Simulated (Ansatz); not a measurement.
GaN: energy above lowest point as volume scale varies

Results calculated with Ansatz 0.2.0, not measured. Free energy against uniform scaling of the volume at fixed shape and fractions; periodic cell, basis, potentials, k mesh and filling as listed.

The cell before it is scaled or strained (space group F-43m, No. 216):
```
cell vectors (Å)
   0.0000     2.2535     2.2535
   2.2535     0.0000     2.2535
   2.2535     2.2535     0.0000
atoms (fractions of the cell vectors)
Ga  0.00000  0.00000  0.00000
N   0.75000  0.75000  0.75000
```

Settings of every row: functional PBEsol; dispersion none; potentials all-electron LAPW; k mesh 7x7x7; k shift 0x0x0; occupations fixed; smearing width 0 eV; spin none; basis error target 0.002 eV/atom; SCF threshold exponent -5.

Limits: loose SCF threshold.

| row | volume scale | V (Å³/atom) | energy above lowest point (meV/atom) |
| --- | --- | --- | --- |
| 1 | 0.94 | 10.757 | 21.5 |
| 2 | 0.96 | 10.986 | 8 |
| 3 | 0.98 | 11.215 | ? |
| 4 | 1 | 11.444 | 0 |
| 5 | 1.02 | 11.673 | 4.2 |
| 6 | 1.04 | 11.902 | 13 |
| 7 | 1.06 | 12.13 | 26.1 |

Question: what energy above lowest point should row 3 give?

Worked fit of energy above lowest point. Take u = (V_r/V)^(2/3) − 1 with V_r = 11.559 Å³ an atom, which is twice the finite (Eulerian) strain; such expansions in the strain, on which the Birch-Murnaghan equation of state is built, carry the rest volume and the bulk modulus. The shown rows have u = 0.04911, 0.03448, 0.00669, -0.00652, -0.01931, -0.03163. Least squares give energy above lowest point = 1.45 − 314.8 × u + 14702 × u² meV/atom; a straight line predicts inner rows, each left out in turn, worse (root mean square 9.2 against 0.081 meV/atom). The rows lie off it by 0.1, -0.1, 0.0, 0.1, 0.0, 0.0. Its lowest point lies at u = 0.0107, or V = 11.38 Å³ an atom, and the curvature there gives the bulk modulus at fixed shape and fractions, B = (4/9)(1 + u)² E″(u)/V = 188 GPa. The withheld row has u = 0.02035, so the fit gives 1.45 − 314.8 × (0.02035) + 14702 × (0.02035)² = 1.1 meV/atom.

The calculation gave 1.1 meV/atom. The fit meets it to the printed digit.
